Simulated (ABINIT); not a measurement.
# Ti2O (P-3m1) in ABINIT: equation of state

Aim: energy against volume of Ti2O in PBEsol, for its equilibrium volume and stiffness.

Everything below comes from runs of ABINIT 10.8.3 (patched build). Logs are shortened: lines on timing, memory, paths and dates and some standing lists are left out, and cuts for length are marked. The log counts tension as positive stress, the text compression.

**1. Starting point**

It takes space group P-3m1 (No. 164, trigonal). The conventional cell has a = 2.919 Å, b = 2.919 Å, c = 4.713 Å, α = 90.00°, β = 90.00°, γ = 120.00°. Ti (site symmetry 3m) is surrounded by 3 O at 2.14 Å. O (site symmetry -3m) has 6 Ti at 2.14 Å as nearest neighbours.

**2. Equation of state, PBEsol**

The input, run.abi:

```
ndtset 7
getwfk -1
scalecart1 3*0.9795861087
scalecart2 3*0.9864848297
scalecart3 3*0.9932883884
scalecart4 3*1.0000000000
scalecart5 3*1.0066227096
scalecart6 3*1.0131594038
scalecart7 3*1.0196128224

pp_dirpath "./"
pseudos "Ti.upf, O.upf"

acell 5.5168664482 5.5168664482 8.9062792254
rprim
     1.0000000000     0.0000000000     0.0000000000
    -0.5000000000     0.8660254038     0.0000000000
     0.0000000000     0.0000000000     1.0000000000
ntypat 2
znucl 22 8
natom 3
typat 1 1 2
xred
     0.3333333333     0.6666666667     0.7212600000
     0.6666666667     0.3333333333     0.2787400000
     0.0000000000     0.0000000000     0.0000000000

ecut 1142.878222 eV

kptopt 1
ngkpt 10 10 6
nshiftk 1
shiftk 0.0 0.0 0.0

ixc -116133

nband 19
occopt 3
tsmear 0.00183747

nstep 100
tolvrs 1.0e-10

iomode 3
prtwf 1
prtden 0
prteig 0
prtebands 0
enunit 2
```

Potentials or basis: PseudoDojo NC SR PBEsol v0.4.1 standard.

Launch:

```
$ abinit run.abi > log 2>&1
```

run.abo:

```text
.Version 10.8.3 of ABINIT
 DATASET    1 : space group P-3 m 1 (#164); Bravais hP (primitive hexag.)
================================================================================
 Values of the parameters that define the memory need for DATASET  1.
     intxc =       0    ionmov =       0      iscf =       7    lmnmax =       6
     lnmax =       6     mgfft =      54  mpssoang =       3    mqgrid =    3001
     natom =       3  nloc_mem =       1    nspden =       1   nspinor =       1
    nsppol =       1      nsym =      12    n1xccc =    2501    ntypat =       2
    occopt =       3   xclevel =       2
       mpw =        2886          nfft =       55296          nkpt =          72
================================================================================
================================================================================
[... 61 lines left out ...]
 DATASET    7 : space group P-3 m 1 (#164); Bravais hP (primitive hexag.)
================================================================================
 Values of the parameters that define the memory need for DATASET  7.
     intxc =       0    ionmov =       0      iscf =       7    lmnmax =       6
     lnmax =       6     mgfft =      54  mpssoang =       3    mqgrid =    3001
     natom =       3  nloc_mem =       1    nspden =       1   nspinor =       1
    nsppol =       1      nsym =      12    n1xccc =    2501    ntypat =       2
    occopt =       3   xclevel =       2
       mpw =        3267          nfft =       69984          nkpt =          72
================================================================================
================================================================================

--------------------------------------------------------------------------------
------------- Echo of variables that govern the present computation ------------
--------------------------------------------------------------------------------
 -outvars: echo values of preprocessed input variables --------
            acell      5.5168664482E+00  5.5168664482E+00  8.9062792254E+00 Bohr
              amu      4.78800000E+01  1.59994000E+01
             ecut      4.20000000E+01 Hartree
           enunit           2
           getwfk          -1
                       outvar_i_n : Printing only first  50 k-points.
              ixc     -116133
           jdtset        1    2    3    4    5    6    7
                       outvar_i_n : Printing only first  50 k-points.
         kptrlatt       10    0    0      0   10    0      0    0    6
          kptrlen1     5.23468045E+01
          kptrlen2     5.27154561E+01
          kptrlen3     5.30790224E+01
          kptrlen4     5.34376754E+01
          kptrlen5     5.37915776E+01
          kptrlen6     5.41408833E+01
          kptrlen7     5.44857390E+01
            natom           3
            nband          19
           ndtset           7
            ngfft1         32      32      54
            ngfft2         32      32      54
            ngfft3         32      32      54
            ngfft4         36      36      54
            ngfft5         36      36      54
            ngfft6         36      36      54
            ngfft7         36      36      54
             nkpt          72
            nstep         100
             nsym          12
           ntypat           2
                       prtocc : prtvol=0, do not print more k-points.
           occopt           3
           prtden           0
        prtebands           0
           prteig           0
            rprim1     9.7958610870E-01  0.0000000000E+00  0.0000000000E+00
                      -4.8979305435E-01  8.4834645534E-01  0.0000000000E+00
                       0.0000000000E+00  0.0000000000E+00  9.7958610870E-01
            rprim2     9.8648482970E-01  0.0000000000E+00  0.0000000000E+00
                      -4.9324241485E-01  8.5432092298E-01  0.0000000000E+00
                       0.0000000000E+00  0.0000000000E+00  9.8648482970E-01
            rprim3     9.9328838840E-01  0.0000000000E+00  0.0000000000E+00
                      -4.9664419420E-01  8.6021297765E-01  0.0000000000E+00
                       0.0000000000E+00  0.0000000000E+00  9.9328838840E-01
            rprim4     1.0000000000E+00  0.0000000000E+00  0.0000000000E+00
                      -5.0000000000E-01  8.6602540380E-01  0.0000000000E+00
                       0.0000000000E+00  0.0000000000E+00  1.0000000000E+00
            rprim5     1.0066227096E+00  0.0000000000E+00  0.0000000000E+00
                      -5.0331135480E-01  8.7176083856E-01  0.0000000000E+00
                       0.0000000000E+00  0.0000000000E+00  1.0066227096E+00
            rprim6     1.0131594038E+00  0.0000000000E+00  0.0000000000E+00
                      -5.0657970190E-01  8.7742178179E-01  0.0000000000E+00
                       0.0000000000E+00  0.0000000000E+00  1.0131594038E+00
            rprim7     1.0196128224E+00  0.0000000000E+00  0.0000000000E+00
                      -5.0980641120E-01  8.8301060624E-01  0.0000000000E+00
                       0.0000000000E+00  0.0000000000E+00  1.0196128224E+00
          spgroup         164
           tolvrs      1.00000000E-10
           tsmear      1.83747000E-03 Hartree
            typat      1  1  2
                       outvars : Printing only first  50 k-points.
           xangst1     2.9583102002E-17  1.6511084267E+00  3.3299054701E+00
                       1.4299018419E+00  8.2555421335E-01  1.2868838571E+00
                       0.0000000000E+00  0.0000000000E+00  0.0000000000E+00
           xangst2    -5.3289665455E-17  1.6627363339E+00  3.3533562812E+00
                       1.4399719049E+00  8.3136816695E-01  1.2959467180E+00
                       0.0000000000E+00  0.0000000000E+00  0.0000000000E+00
           xangst3     3.3284070731E-17  1.6742038435E+00  3.3764836073E+00
                       1.4499030596E+00  8.3710192175E-01  1.3048845641E+00
                       0.0000000000E+00  0.0000000000E+00  0.0000000000E+00
           xangst4    -3.2818862245E-16  1.6855163747E+00  3.3992983777E+00
                       1.4596999990E+00  8.4275818737E-01  1.3137016191E+00
                       0.0000000000E+00  0.0000000000E+00  0.0000000000E+00
           xangst5    -3.6771336113E-16  1.6966790602E+00  3.4218109437E+00
                       1.4693671682E+00  8.4833953011E-01  1.3224018834E+00
                       0.0000000000E+00  0.0000000000E+00  0.0000000000E+00
           xangst6    -2.8973250862E-16  1.7076967653E+00  3.4440311177E+00
                       1.4789087807E+00  8.5384838267E-01  1.3309891492E+00
[... 10 lines left out ...]
            xcart3     6.2897778037E-17  3.1637867432E+00  6.3806292864E+00
                       2.7399196917E+00  1.5818933716E+00  2.4658744521E+00
                       0.0000000000E+00  0.0000000000E+00  0.0000000000E+00
            xcart4    -6.2018661407E-16  3.1851643290E+00  6.4237429541E+00
                       2.7584332241E+00  1.5925821645E+00  2.4825362713E+00
                       0.0000000000E+00  0.0000000000E+00  0.0000000000E+00
            xcart5    -6.9487754537E-16  3.2062587474E+00  6.4662855382E+00
                       2.7767015263E+00  1.6031293737E+00  2.4989773881E+00
                       0.0000000000E+00  0.0000000000E+00  0.0000000000E+00
            xcart6    -5.4751509107E-16  3.2270791926E+00  6.5082755816E+00
                       2.7947325608E+00  1.6135395963E+00  2.5152049685E+00
                       0.0000000000E+00  0.0000000000E+00  0.0000000000E+00
            xcart7    -7.1695633684E-17  3.2476343913E+00  6.5497306838E+00
                       2.8125338850E+00  1.6238171957E+00  2.5312258143E+00
                       0.0000000000E+00  0.0000000000E+00  0.0000000000E+00
             xred      3.3333333333E-01  6.6666666667E-01  7.2126000000E-01
                       6.6666666667E-01  3.3333333333E-01  2.7874000000E-01
                       0.0000000000E+00  0.0000000000E+00  0.0000000000E+00
            znucl       22.00000    8.00000

================================================================================

 chkinp: Checking input parameters for consistency, jdtset=   1.

 chkinp: Checking input parameters for consistency, jdtset=   2.
[... 29 lines left out ...]
 getcut: wavevector=  0.0000  0.0000  0.0000  ngfft=  32  32  54
         ecut(hartree)=     42.000   => boxcut(ratio)=   2.02967

--- Pseudopotential description ------------------------------------------------
- pspini: atom type   1  psp file is ./Ti.upf
12 -116133 2 -1 1586                          pspcod,pspxc,lmax,lloc,mmax
     nproj     2     2     2

- pspini: atom type   2  psp file is ./O.upf
12 -116133 2 -1 936                           pspcod,pspxc,lmax,lloc,mmax
     nproj     2     2     1

   1.07302515E+03                                ecore*ucvol(ha*bohr**3)
--------------------------------------------------------------------------------

================================================================================

--- !BeginCycle
iteration_state: {dtset: 1, }
solver: {iscf: 7, nstep: 100, nline: 4, wfoptalg: 0, }
tolerances: {tolvrs: 1.00E-10, }
...
[... 1169 lines left out ...]
-Cartesian components of stress tensor (GPa)         [Pressure= -6.9538E+00 GPa]
- sigma(1 1)=  8.22949291E+00  sigma(3 2)=  0.00000000E+00
- sigma(2 2)=  8.22949289E+00  sigma(3 1)=  0.00000000E+00
- sigma(3 3)=  4.40244917E+00  sigma(2 1)=  0.00000000E+00

== END DATASET(S) ==============================================================
================================================================================

 -outvars: echo values of variables after computation  --------
            acell      5.5168664482E+00  5.5168664482E+00  8.9062792254E+00 Bohr
           etotal1    -1.3520765044E+02
           etotal2    -1.3521030705E+02
           etotal3    -1.3521211399E+02
           etotal4    -1.3521315423E+02
           etotal5    -1.3521350205E+02
           etotal6    -1.3521322498E+02
           etotal7    -1.3521238379E+02
            fcart1    -2.6573133837E-28 -2.6848510454E-28  2.7060870326E-02
                       2.3251492107E-28  2.4930759707E-28 -2.7060870326E-02
                       3.3216417296E-29  1.9177507467E-29 -3.4694469520E-18
            fcart2    -6.5968254117E-29 -3.4278110344E-28  2.6856951144E-02
                       3.2984127058E-29  3.9991128735E-28 -2.6856951144E-02
                       3.2984127058E-29 -5.7130183907E-29 -0.0000000000E+00
            fcart3    -0.0000000000E+00  2.6478138864E-28  2.6572235147E-02
                      -0.0000000000E+00 -1.8912956331E-28 -2.6572235147E-02
                      -0.0000000000E+00 -7.5651825325E-29  1.1564823173E-18
            fcart4     1.6269170482E-29 -2.3482524893E-28  2.6223029643E-02
[... 52 lines left out ...]
           xangst3     3.3284070731E-17  1.6742038435E+00  3.3764836073E+00
                       1.4499030596E+00  8.3710192175E-01  1.3048845641E+00
                       0.0000000000E+00  0.0000000000E+00  0.0000000000E+00
           xangst4    -3.2818862245E-16  1.6855163747E+00  3.3992983777E+00
                       1.4596999990E+00  8.4275818737E-01  1.3137016191E+00
                       0.0000000000E+00  0.0000000000E+00  0.0000000000E+00
           xangst5    -3.6771336113E-16  1.6966790602E+00  3.4218109437E+00
                       1.4693671682E+00  8.4833953011E-01  1.3224018834E+00
                       0.0000000000E+00  0.0000000000E+00  0.0000000000E+00
           xangst6    -2.8973250862E-16  1.7076967653E+00  3.4440311177E+00
                       1.4789087807E+00  8.5384838267E-01  1.3309891492E+00
                       0.0000000000E+00  0.0000000000E+00  0.0000000000E+00
           xangst7    -3.7939695441E-17  1.7185741081E+00  3.4659682131E+00
                       1.4883288358E+00  8.5928705403E-01  1.3394670157E+00
                       0.0000000000E+00  0.0000000000E+00  0.0000000000E+00
             xred      3.3333333333E-01  6.6666666667E-01  7.2126000000E-01
                       6.6666666667E-01  3.3333333333E-01  2.7874000000E-01
                       0.0000000000E+00  0.0000000000E+00  0.0000000000E+00
 Calculation completed.
```

It took 20 min on 1 thread of Arm Neoverse V1, shared host; peak memory 0.17 GiB.

Results:

```yaml
Equilibrium_volume: 11.84 Å³/atom
Bulk_modulus_at_fixed_shape_and_positions: 199 GPa
Pressure_derivative_of_the_bulk_modulus: 4.2
```

Energy against volume, from the lowest point:
```tsv
volume (Å³/atom)	energy (meV/atom)
10.900	53.08
11.132	28.98
11.364	12.59
11.596	3.15
11.828	0.00
12.059	2.51
12.291	10.14
```

Caveat: pressures at fixed basis lie under the slope of the energies; the cell was scaled at fixed shape and fractional positions, which overstates the stiffness of a crystal with free parameters, most of all of layers and chains.
